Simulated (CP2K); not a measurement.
Pd:

```
Pd
1.0
     2.75277    0.00000    0.00000
     1.37638    2.38397    0.00000
     1.37638    0.79466    2.24762
Pd
1
Direct
  0.00000 0.00000 0.00000
```

Base run:

```yaml
Program: CP2K 2026.2
Functional: revPBE
Potentials_or_basis: POTENTIAL_UZH Pd GTH-PBE-q18; TZVP-MOLOPT-PBE-GTH basis
Density_cutoff: 10204 eV
k_mesh: 12 × 12 × 12
Occupations: fermi-dirac, width 0.05 eV
Spin: no spin polarisation
```

Its results: band gap on the k mesh none (metal or under the smearing width); pressure 12.4 GPa.

Question: The run is repeated on the same cell with these changes: functional from revPBE to SCAN. What comes out?

Answer: Band gap on the k mesh none (metal or under the smearing width); pressure 1.0 GPa.

Caveats: the potentials were made for another functional, which shifts forces and pressure; the basis of atomic orbitals isn't converged, which shifts pressures, moduli and gaps.
